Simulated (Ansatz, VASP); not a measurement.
## Te2Mo: VASP beside Ansatz

Aim: how closely do two programs agree when they are given the same cell, functional and k mesh? The cell is taken from a series of VASP runs on this material, whose earlier steps may have relaxed, scaled or displaced it; both programs get it as it stands.

Main program and level: Ansatz 0.2.0; plane waves, with VASP 6.6.1 beside it; relaxation of cell and atoms at PBEsol with D3(BJ) and relaxation of cell and atoms at PBEsol, DFT+U.

## (1) The starting structure

Symmetry: P6_3/mmc, No. 194, hexagonal system. The conventional cell has a = 3.434 Å, b = 3.434 Å, c = 13.332 Å, α = 90.00°, β = 90.00°, γ = 120.00°. Nearest to Te lie 3 Mo at 2.69 Å. Mo has 6 Te at 2.69 Å nearest. Farther neighbours and most contacts between anions are not listed.

## (2) VASP: relaxation of cell and atoms, PBEsol with D3(BJ)

The relaxed volume is the usual yardstick between codes: its relative difference is about their pressure difference at one cell divided by the bulk modulus.

Lines of VASP's logs that name or quote its potential files are left out, and so is its time.

File INCAR:

```
SYSTEM = Te2Mo
PREC = Accurate
ENCUT = 450
EDIFF = 1E-06
NELM = 100
ISMEAR = 0
SIGMA = 0.03
LREAL = .FALSE.
ALGO = Normal
GGA = PS
IVDW = 12
NBANDS = 32
LASPH = .TRUE.
LORBIT = 11
LWAVE = .FALSE.
LCHARG = .FALSE.
KPAR = 8
IBRION = 2
NSW = 50
ISIF = 3
EDIFFG = -0.006
```

File POSCAR:

```
Te2Mo
1.0
    3.4344782035      0.0000000000      0.0000000000
   -1.7172391018      2.9743453730      0.0000000000
    0.0000000000      0.0000000000     13.3321749172
Te Mo
4 2
Direct
    0.6666666667      0.3333333333      0.3863229371
    0.3333333333      0.6666666667      0.8863229371
    0.6666666667      0.3333333333      0.1136770629
    0.3333333333      0.6666666667      0.6136770629
    0.6666666667      0.3333333333      0.7500000000
    0.3333333333      0.6666666667      0.2500000000
```

File KPOINTS:

```
Automatic mesh
0
Gamma
9 9 2
0 0 0
```

PAW data sets: Te and Mo_sv (PBE family, release 64).

Launch:

```console
> mpirun -np 8 vasp_std
```

Numbers of over 12 decimals in the logs are rounded to 6 here.

The program printed:

```text
[banner, memory and clock lines left out]
running    8 mpi-ranks, on    1 nodes
 distrk:  each k-point on    1 cores,    8 groups
 distr:  one band on    1 cores,    1 groups

 POSCAR found type information on POSCAR TeMo
 POSCAR found :  2 types and       6 ions
|                                                                             |
|           W    W    AA    RRRRR   N    N  II  N    N   GGGG   !!!           |
|           W    W   A  A   R    R  NN   N  II  NN   N  G    G  !!!           |
|           W    W  A    A  R    R  N N  N  II  N N  N  G       !!!           |
|           W WW W  AAAAAA  RRRRR   N  N N  II  N  N N  G  GGG   !            |
|           WW  WW  A    A  R   R   N   NN  II  N   NN  G    G                |
|           W    W  A    A  R    R  N    N  II  N    N   GGGG   !!!           |
|                                                                             |
|     For optimal performance we recommend to set                             |
|       NCORE = 2 up to number-of-cores-per-socket                            |
|     NCORE specifies how many cores store one orbital (NPAR=cpu/NCORE).      |
|     This setting can greatly improve the performance of VASP for DFT.       |
|     The default, NCORE=1 might be grossly inefficient on modern             |
|     multi-core architectures or massively parallel machines. Do your        |
|     Unfortunately you need to use the default for GW and RPA                |
|     calculations (for HF NCORE is supported but not extensively tested      |
|     yet).                                                                   |
|                                                                             |

|                                                                             |
|               ----> ADVICE to this user running VASP <----                  |
|                                                                             |
|     You enforced a specific xc type in the INCAR file but a different       |
|     [... a line on the potential file left out ...]
|     I HOPE YOU KNOW WHAT YOU ARE DOING!                                     |
|                                                                             |

 LDA part: xc-table for (Slater+PW92), standard interpolation
 POSCAR, INCAR and KPOINTS ok, starting setup
 FFT: planning ... GRIDC
 FFT: planning ... GRID_SOFT
 FFT: planning ... GRID
 WAVECAR not read
 entering main loop
       N       E                     dE             d eps       ncg     rms          rms(c)
DAV:   1     0.377270253798E+03    0.37727E+03   -0.25491E+04  1792   0.131E+03
DAV:   2    -0.192400256038E+02   -0.39651E+03   -0.38764E+03  1896   0.332E+02
DAV:   3    -0.401700058998E+02   -0.20930E+02   -0.20686E+02  1912   0.657E+01
DAV:   4    -0.406487293399E+02   -0.47872E+00   -0.47719E+00  1832   0.102E+01
DAV:   5    -0.406612474964E+02   -0.12518E-01   -0.12511E-01  2016   0.164E+00    0.250E+01
DAV:   6    -0.396917782675E+02    0.96947E+00   -0.68488E+00  1800   0.137E+01    0.958E+00
DAV:   7    -0.396642595403E+02    0.27519E-01   -0.63481E+00  1688   0.103E+01    0.618E+00
DAV:   8    -0.392604877778E+02    0.40377E+00   -0.16496E+00  1800   0.599E+00    0.346E+00
DAV:   9    -0.392672638660E+02   -0.67761E-02   -0.19682E-01  2000   0.197E+00    0.157E+00
DAV:  10    -0.392593795313E+02    0.78843E-02   -0.49915E-02  1800   0.119E+00    0.507E-01
DAV:  11    -0.392595120039E+02   -0.13247E-03   -0.28054E-03  1848   0.257E-01    0.382E-01
DAV:  12    -0.392594565275E+02    0.55476E-04   -0.48610E-04  1880   0.904E-02    0.256E-01
DAV:  13    -0.392593850824E+02    0.71445E-04   -0.18331E-04  1904   0.725E-02    0.131E-01
DAV:  14    -0.392593820412E+02    0.30412E-05   -0.15412E-05  1792   0.156E-02    0.868E-02
DAV:  15    -0.392593794883E+02    0.25528E-05   -0.28466E-06  1512   0.881E-03    0.508E-02
DAV:  16    -0.392593772259E+02    0.22624E-05   -0.47120E-06  1400   0.102E-02    0.258E-02
DAV:  17    -0.392593768012E+02    0.42470E-06   -0.94161E-07   952   0.474E-03
   1 F= -.42661602E+02 E0= -.42661602E+02  d E =-.426616E+02
 curvature:   0.00 expect dE= 0.000E+00 dE for cont linesearch  0.000E+00
 trial: gam= 0.00000 g(F)=  0.359E-05 g(S)=  0.120E-04 ort = 0.000E+00 (trialstep = 0.100E+01)
 search vector abs. value=  0.156E-04
 reached required accuracy - stopping structural energy minimisation
```

From OUTCAR (step 2):

```text
ion  position               nearest neighbor table
   1  0.667  0.333  0.386-   6 2.69   6 2.69   6 2.69   4 3.62   4 3.62   4 3.62   3 3.63
   2  0.333  0.667  0.886-   5 2.69   5 2.69   5 2.69   3 3.62   3 3.62   3 3.62   4 3.63
   3  0.667  0.333  0.114-   6 2.69   6 2.69   6 2.69   2 3.62   2 3.62   2 3.62   1 3.63
   4  0.333  0.667  0.614-   5 2.69   5 2.69   5 2.69   1 3.62   1 3.62   1 3.62   2 3.63
   5  0.667  0.333  0.750-   2 2.69   4 2.69   2 2.69   4 2.69   2 2.69   4 2.69
   6  0.333  0.667  0.250-   1 2.69   3 2.69   1 2.69   3 2.69   1 2.69   3 2.69

  LATTYP: Found a hexagonal cell.
 ALAT       =     3.4344782035
 C/A-ratio  =     3.8818633071

 Subroutine GETGRP returns: Found 24 space group operations
 (whereof 12 operations were pure point group operations)

The static configuration has the point symmetry D_3d.
 The point group associated with its full space group is D_6h.

 Found     24 irreducible k-points:

   k-points           NKPTS =     24   k-points in BZ     NKDIM =     24   number of bands    NBANDS=     32

   dimension x,y,z NGX =    24 NGY =   24 NGZ =   96
   dimension x,y,z NGXF=    48 NGYF=   48 NGZF=  192

   ENCUT  =  450.0 eV  33.07 Ry    5.75 a.u.   5.94  5.94 23.06*2*pi/ulx,y,z

   NELECT =      52.0000    total number of electrons

 k-points in reciprocal lattice and weights: Automatic mesh
   0.00000000  0.00000000  0.00000000       0.006
   0.11111111 -0.00000000  0.00000000       0.037
   0.22222222  0.00000000  0.00000000       0.037
   0.33333333 -0.00000000  0.00000000       0.037
   0.44444444  0.00000000  0.00000000       0.037
   0.11111111  0.11111111  0.00000000       0.037
   0.22222222  0.11111111  0.00000000       0.074
   0.33333333  0.11111111  0.00000000       0.074
   0.44444444  0.11111111  0.00000000       0.037
[...]
0.33333333  0.22222222  0.50000000       0.074
   0.33333333  0.33333333  0.50000000       0.012

 average (electrostatic) potential at core
       1 -84.7826       2 -84.7826       3 -84.7826       4 -84.7826       5 -71.9082
       6 -71.9082

 E-fermi :   9.8081

 k-point     1 :       0.0000    0.0000    0.0000
  band No.  band energies     occupation
    ...
     22       8.3299      2.00000
     23       8.3952      2.00000
     24       8.3952      2.00000
     25       9.4389      2.00000
     26       9.4417      2.00000
     27      12.3918      0.00000
     28      12.3918      0.00000
     29      12.5720      0.00000
     30      12.5720      0.00000
     31      12.6458      0.00000
    ...

 k-point     2 :       0.1111   -0.0000    0.0000
  band No.  band energies     occupation
    ...
     22       8.0785      2.00000
     23       8.1678      2.00000
     24       8.3109      2.00000
     25       9.1954      2.00000
     26       9.5319      2.00000
     27      11.8164      0.00000
     28      11.8522      0.00000
     29      11.9923      0.00000
     30      12.0818      0.00000
     31      12.1166      0.00000
    ...

 k-point     3 :       0.2222    0.0000    0.0000
  band No.  band energies     occupation
    ...
     22       8.0567      2.00000
     23       8.0866      2.00000
     24       8.1742      2.00000
     25       8.4559      2.00000
     26       8.7398      2.00000
     27      10.7242      0.00000
     28      11.2394      0.00000
     29      11.3480      0.00000
     30      11.3867      0.00000
     31      11.9587      0.00000
    ...

 Edisp (eV)   -3.40223

  Total      -0.02714    -0.02714    -0.00379     0.00000     0.00000     0.00000
  in kB      -0.31924    -0.31924    -0.04463     0.00000     0.00000     0.00000
  external pressure =       -0.23 kB  Pullay stress =        0.00 kB

  energy-cutoff  :      450.00
  volume of cell :      136.19
      direct lattice vectors                 reciprocal lattice vectors
     3.434478203  0.000000000  0.000000000     0.291165045  0.168104217  0.000000000
    -1.717239102  2.974345373  0.000000000     0.000000000  0.336208434  0.000000000
     0.000000000  0.000000000 13.332174917     0.000000000  0.000000000  0.075006517

 POSITION                                       TOTAL-FORCE (eV/Angst)
 -----------------------------------------------------------------------------------
      1.71724      0.99145      5.15052        -0.000000      0.000000     -0.004315
     -0.00000      1.98290     11.81661         0.000000     -0.000000     -0.004315
      1.71724      0.99145      1.51556        -0.000000      0.000000      0.004315
     -0.00000      1.98290      8.18165         0.000000     -0.000000      0.004315
      1.71724      0.99145      9.99913        -0.000000      0.000000     -0.000000
     -0.00000      1.98290      3.33304         0.000000      0.000000     -0.000000
 -----------------------------------------------------------------------------------
    total drift:                               -0.000000      0.000000     -0.000000

  FREE ENERGIE OF THE ION-ELECTRON SYSTEM (eV)
  ---------------------------------------------------
  free  energy   TOTEN  =       -42.6616022212 eV

  energy  without entropy=      -42.6616022212  energy(sigma->0) =      -42.66160222

 reached required accuracy - stopping structural energy minimisation

 total charge
# of ion       s       p       d       tot
------------------------------------------
    1        1.389   1.984   0.075   3.447
    2        1.389   1.984   0.075   3.447
    3        1.389   1.984   0.075   3.447
    4        1.389   1.984   0.075   3.447
    5        2.264   6.157   4.045  12.466
    6        2.264   6.157   4.045  12.466
--------------------------------------------------
tot         10.082  20.249   8.391  38.722

[... 3 further parts left out ...]
```

CONTCAR:

```
Te2Mo
   1.00000000000000
     3.4344782034999999    0.0000000000000000    0.0000000000000000
    -1.7172391017999999    2.9743453729999998    0.0000000000000000
     0.0000000000000000    0.0000000000000000   13.3321749171999997
  Te              Mo
     4     2
Direct
     0.6666666667000030    0.3333333332999970    0.3863229370999974
     0.3333333332999970    0.6666666667000030    0.8863229370999974
     0.6666666667000030    0.3333333332999970    0.1136770629000026
     0.3333333332999970    0.6666666667000030    0.6136770629000026
     0.6666666667000030    0.3333333332999970    0.7500000000000000
     0.3333333332999970    0.6666666667000030    0.2500000000000000
```

This run has no spin polarisation, so a moment on Mo, if there is one, isn't seen. The run keeps the 24 symmetry operations of its start, so it cannot find a distortion of lower symmetry.

## (3) Ansatz: relaxation of cell and atoms, PBEsol with D3(BJ)

Ansatz runs on its default PAW (the set named soft_2) files.

The same cell, functional, mesh and smearing now go to Ansatz, which takes its cutoff from its data sets.

File input.yaml:

```yaml
crystal:
  lattice:
    - [3.4344782035, 0.0, 0.0]
    - [-1.7172391018, 2.974345373, 0.0]
    - [0.0, 0.0, 13.3321749172]
  atoms:
    - { symbol: Te, position: [0.6666666667, 0.3333333333, 0.3863229371] }
    - { symbol: Te, position: [0.3333333333, 0.6666666667, 0.8863229371] }
    - { symbol: Te, position: [0.6666666667, 0.3333333333, 0.1136770629] }
    - { symbol: Te, position: [0.3333333333, 0.6666666667, 0.6136770629] }
    - { symbol: Mo, position: [0.6666666667, 0.3333333333, 0.75] }
    - { symbol: Mo, position: [0.3333333333, 0.6666666667, 0.25] }
hamiltonian:
  xc: pbesol
  pseudopotentials: { kind: paw }
  dispersion: d3bj
kpoints:
  mp_grid: { grid: [9, 9, 2] }
scf:
  occupations: { method: gaussian, width: 0.03 }
relax:
  f_tol: 0.01
  max_steps: 60
  cell: { stress_tol: 0.05 }
output:
  forces: true
  stress: true
```

Launch:

```console
> ansatz run input.yaml --threads 4 --pin off --max-ram 9216MiB --backend cpu --events-out ev --progress --plain --runs-dir out
```

The program printed:

```text
Engine: ansatz 0.2.0, x86_64-unknown-linux-gnu
Pseudopotentials: kind: paw
Pseudopotential: Te, paw, valence charge 16, recommended cutoff 420 eV (normal), Te.paw.azcp
Pseudopotential: Mo, paw, valence charge 14, recommended cutoff 420 eV (normal), Mo.paw.azcp
Functional definition: PBEsol
  exchange = pbesol_x
  correlation = pbesol_c
Crystal: 6 atoms, lattice volume = 136.192 Å³
Basis set: ecut = 420 eV, 2625 PW (Γ), exchange–correlation on 48×48×180 points (8 copies of the dense FFT grid, shifted against one another)
Bands: 56, of which v1, the nominal top of the filled ones, is band 46 counted from 1 (45 counted from 0)
Symmetry: 24 space group operations
Space group: P63/mmc (ITA 194), of the structure as read, at distance tolerance 5.1e-5 Å
k-points: 24 of 162
Non-local potential: Te, projectors of the file, l = 0: 2, l = 1: 2, l = 2: 2, l = 3: 2
Non-local potential: Mo, projectors of the file, l = 0: 3, l = 1: 2, l = 2: 2, l = 3: 1
PAW form: soft (Blöchl's): semilocal exchange-correlation on the pseudo side does not see the compensation charge
PAW frozen core: Te, regenerated for the run's functional, and the local potential with it (the file was generated under x = pbe(κ = 0.804, μ = 0.219515), c = pbe(β = 0.066725))
PAW frozen core: Mo, regenerated for the run's functional, and the local potential with it (the file was generated under x = pbe(κ = 0.804, μ = 0.219515), c = pbe(β = 0.066725))
PAW one-centre angular grid: Te, 590 points (default); XC on 64 Gauss nodes
PAW one-centre angular grid: Mo, 590 points (default); XC on 64 Gauss nodes
Initial density: superposition of atomic densities (neutral atoms: chi_scale 0, normalization atom), corrected by the library's trained network
Initial wavefunctions: pseudopotential atomic-orbital guess
Functional: x = pbesol(κ = 0.804, μ = 0.123457), c = pbesol(β = 0.046)
SCF iter   1: F=—  HF=-37405.989867 eV  |F-HF|=—  |Δ(HF+E_count)|=         —  Δρ=6.43e-3  dr2=6.27e-2  ethr=1.77e-3  ⟨swp⟩=7.5  Hψ=5223  notcnv=0  defer=2
preconditioner: auto → Resta (q_TF=auto, 2.556 Å⁻¹)  ε∞=7.0  [insulator: Δε(μ)=0.481 eV  Ē_g=7.790 eV  σ=0.030 eV  W_gap=1.00  n_scr=52 (ndim 8)  ℏωp=19.1 eV  f_vac=0.005  D(μ)=0.00/eV (n_scr^D=0)  ε∞_Penn≈7.0]
SCF iter   2: F=—  HF=-37405.987046 eV  |F-HF|=—  |Δ(HF+E_count)|=   2.82e-3  Δρ=3.37e-3  dr2=1.47e-2  ethr=6.82e-5  ⟨swp⟩=2.0  Hψ=1951  notcnv=0  defer=59
SCF iter   3: F=—  HF=-37405.987262 eV  |F-HF|=—  |Δ(HF+E_count)|=   2.16e-4  Δρ=4.28e-4  dr2=1.71e-4  ethr=1.60e-5  ⟨swp⟩=2.0  Hψ=1542  notcnv=0  defer=59
SCF iter   4: F=—  HF=-37405.987340 eV  |F-HF|=—  |Δ(HF+E_count)|=   7.84e-5  Δρ=6.15e-5  dr2=5.22e-6  ethr=1.85e-7  ⟨swp⟩=2.0  Hψ=1686  notcnv=0  defer=59
SCF iter   5: F=—  HF=-37405.987315 eV  |F-HF|=—  |Δ(HF+E_count)|=   2.59e-5  Δρ=1.98e-5  dr2=7.10e-7  ethr=5.67e-9  ⟨swp⟩=2.0  Hψ=1748  notcnv=0  defer=59
SCF iter   6: F=-37405.987315 eV  HF=-37405.987315 eV  |F-HF|=3.83e-9  |Δ(HF+E_count)|=   2.75e-7  Δρ=5.87e-6  dr2=5.45e-8  ethr=1.09e-10  ⟨swp⟩=5.0  Hψ=4397  notcnv=0
SCF 1 converged in 6 iterations: F = -37405.987315 eV  dr2 = 5.45e-8
  greatest PAW one-centre occupation: 0.999 electrons in one spin orbital (limit 2), on the Mo atom at site 5 (counted from 0), in its partial waves of l = 0
relax step   1: F+E_penalty+E_count = -37405.98731478 eV  Δ(F+E_penalty+E_count) = +0.000e0 eV  max|allowed force component| = 3.502e-2 eV/Å  Δτ_max = 0.0000 Å  P = -0.139 GPa  Ω = 136.192 Å³  (6 SCF iters, dr2 threshold 1.00e-7 eV, accepted)
[...]
relax step   2: F+E_penalty+E_count = -37405.98465469 eV  Δ(F+E_penalty+E_count) = +2.660e-3 eV  max|allowed force component| = 1.346e-1 eV/Å  Δτ_max = 0.0154 Å  P = +0.320 GPa  Ω = 136.754 Å³  energy of the carried Pulay correction = -1.214e-4 eV  (6 SCF iters, dr2 threshold 9.64e-8 eV, rejected (line search))
[...]
relax step   3: F+E_penalty+E_count = -37405.98746772 eV  Δ(F+E_penalty+E_count) = -1.529e-4 eV  max|allowed force component| = 4.074e-4 eV/Å  Δτ_max = 0.0026 Å  P = -0.011 GPa  Ω = 136.229 Å³  energy of the carried Pulay correction = -8.010e-6 eV  (8 SCF iters, accepted)
[...]
relax step   4: F+E_penalty+E_count = -37405.98747582 eV  Δ(F+E_penalty+E_count) = -8.098e-6 eV  max|allowed force component| = 4.082e-4 eV/Å  Δτ_max = 0.0000 Å  P = -0.011 GPa  Ω = 136.229 Å³  stress off target by 1.55e-2 GPa  SCF on the basis re-selected at this cell (its energy is not comparable with the rows above)  (7 SCF iters)
basis re-selected at this cell: Δ(F+E_penalty+E_count) = -8.098e-6 eV, ΔP = -0.000 GPa vs the last step (what re-selecting the basis moved, of the pressure what is left beyond the Pulay correction that the steps carried, after the strain that the cell walked since its last selection, with what the two solves' SCF thresholds leave and, on support functions, any second-order correction that the steps lacked; it is no m [...]
SCF converged after 7 iterations
Free energy (F): -37405.987476 eV
Harris-Foulkes:  -37405.987476 eV  (|F-HF|=7.28e-12)
Internal energy: -37405.987476 eV  (E = F + TS)
E sigma→0 (E₀):  -37405.987476 eV
Fermi energy:    14.476683 eV
--- Per-component energies (eV) ---
  E_band       = -1001.976043
  E_kinetic    = 1617.742133
  E_local      = -6403.373280  (includes V_loc(G=0)·N_el)
  E_nonlocal   = -938.838427
  E_hartree    = 3709.003188
  E_xc         = -863.924291
  E_vxc        = -881.154860  (∫ρ·V_xc dr)
  E_paw        = -24628.898234  (= ΣΔE_a)
  E_vpaw       = -1814.357312  (= ΣTr[D̂ρ^β])
  E_aug_tail   = -0.000677  (compensation charges beyond the density's cutoff)
  E_ewald      = -9896.213625
  E_disp       = -3.402122  (pairwise vdW)
  E_core_change = 1.917859  (= ΣΔE_core)
  E_smearing   = -0.000000  (= −TS)
  E_closure    = -0.000000  (closes the sum)
  Σ components = -37405.987476   (vs F -37405.987476, Δ=0.00e0)
--- Forces (eV/Å), atoms counted from 1 ---
  atom   1  Te     0.00000000     0.00000000    -0.00040825
  atom   2  Te    -0.00000000     0.00000000    -0.00040825
  atom   3  Te     0.00000000     0.00000000     0.00040825
  atom   4  Te    -0.00000000     0.00000000     0.00040825
  atom   5  Mo     0.00000000     0.00000000     0.00000000
  atom   6  Mo    -0.00000000    -0.00000000     0.00000000
  max |Σ_I F_I| component: 1.85e-17 eV/Å
--- Stress (GPa, compression-positive) ---
       -0.015493      -0.000000       0.000000
       -0.000000      -0.015493       0.000000
        0.000000       0.000000      -0.002110
  P = ⅓ Tr σ = -0.0110 GPa (-0.110 kbar)
--- Relaxed structure (3 steps of the walk, 2 accepted, 1 SCFs on fresh bases) ---
  F+E_penalty+E_count = -37405.98747582 eV   max|allowed force component| = 4.082e-4 eV/Å   (the final SCF, on the basis selected at the relaxed cell)
  cell:  # Å, volume = 136.2294 Å³
    - [3.434315, 2.8866155533031865e-11, 0.0]
    - [-1.717158, 2.974204, 0.0]
    - [0.0, 0.0, 13.337057]
  atoms:
    - { symbol: Te, position: [0.666667, 0.333333, 0.386125] }
    - { symbol: Te, position: [0.333333, 0.666667, 0.886125] }
    - { symbol: Te, position: [0.666667, 0.333333, 0.113875] }
    - { symbol: Te, position: [0.333333, 0.666667, 0.613875] }
    - { symbol: Mo, position: [0.666667, 0.333333, 0.750000] }
    - { symbol: Mo, position: [0.333333, 0.666667, 0.250000] }
```

Wall time 11 s (4 threads of Intel Xeon Platinum 8488C (Sapphire Rapids), shared host); peak memory 0.61 GiB.

(Continued in part 2 of 2.)

[Lines on the potential files, build, host, timing and source positions are cut from VASP's logs without a mark.]

[Logs are printed without paths, hosts, clocks, repeated set-up lines and the standing remarks that a program may print on its own settings, such as how far it seeks lower states.]

[Hosts, paths, dates, database ids (printed as entryN), source tags and the programs' standing remarks are cut or masked in the printed files.]
